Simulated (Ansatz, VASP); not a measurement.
# AlN: VASP beside Ansatz

Contents of INCAR:

```
SYSTEM = AlN
  ALGO = Normal
  EDIFF = 1E-7
  ENCUT = 520
  GGA = PE
  ISIF = 2
  ISMEAR = -1
  LASPH = .True.
  LCHARG = .False.
  LREAL = .False.
  LWAVE = .False.
  NBANDS = 16
  NELM = 60
  PREC = Accurate
  SIGMA = 0.02
```

KPOINTS

```
k-points
0
Gamma
  12 12 6
  0 0 0
```

POSCAR

```
AlN
1.0
    3.2424562796      0.0000000000      0.0000000000
   -1.6212281398      2.8080495088      0.0000000000
    0.0000000000      0.0000000000      4.8401251923
Al N
2 2
Direct
    0.3333333333      0.6666666667     -0.0095925105
    0.6666666667      0.3333333333      0.4904074895
    0.3333333333      0.6666666667      0.3845925105
    0.6666666667      0.3333333333      0.8845925105
```

Input for Ansatz:

```yaml
crystal:
  lattice:
    - [3.2424562796, 0.0, 0.0]
    - [-1.6212281398, 2.8080495088, 0.0]
    - [0.0, 0.0, 4.8401251923]
  atoms:
    - { symbol: Al, position: [0.3333333333, 0.6666666667, -0.0095925105] }
    - { symbol: Al, position: [0.6666666667, 0.3333333333, 0.4904074895] }
    - { symbol: "N", position: [0.3333333333, 0.6666666667, 0.3845925105] }
    - { symbol: "N", position: [0.6666666667, 0.3333333333, 0.8845925105] }
kpoints:
  mp_grid: { grid: [12, 12, 6] }
  band_path:
    path:
      - [0.0, 0.0, 0.0]
      - [0.5, 0.0, 0.0]
      - [0.3333333333, 0.3333333333, 0.0]
      - [0.0, 0.0, 0.5]
      - [0.5, 0.0, 0.5]
      - [0.3333333333, 0.3333333333, 0.5]
    npoints: 1
hamiltonian:
  xc: pbe
scf:
  occupations: { method: fermi_dirac, width: 0.02 }
  n_extra_bands: 5
output:
  forces: true
  stress: true
  eigenvalues: true
```

Change from the starting cell: epitaxial_xy strain +4.4%.

Alike in both runs: task single point; functional PBE; k mesh 12 × 12 × 6; occupations fermi-dirac, width 0.02 eV; no spin polarisation.

```csv
,VASP,Ansatz
version,VASP 6.6.1,Ansatz 0.2.0
potentials or method,"VASP PAW PBE potentials, release 64 (Al, N)","plane waves, PAW"
plane-wave cutoff (eV),520,420
valence electrons in the cell,16,16
```

```tsv
	VASP	Ansatz	Ansatz less VASP
gap on the k mesh at the Fermi level (eV)	3.38	3.37	-0.006
pressure (GPa)	-7.4	-7.1	+0.26
largest component of the traceless stress (GPa)	11.19	11.05	-0.136
rms of the force components (eV/Å)	0.033	0.033	+0.0002
```

Atom by atom the forces differ by 0.000 eV/Å (rms over components).

A k mesh can miss the band edges.
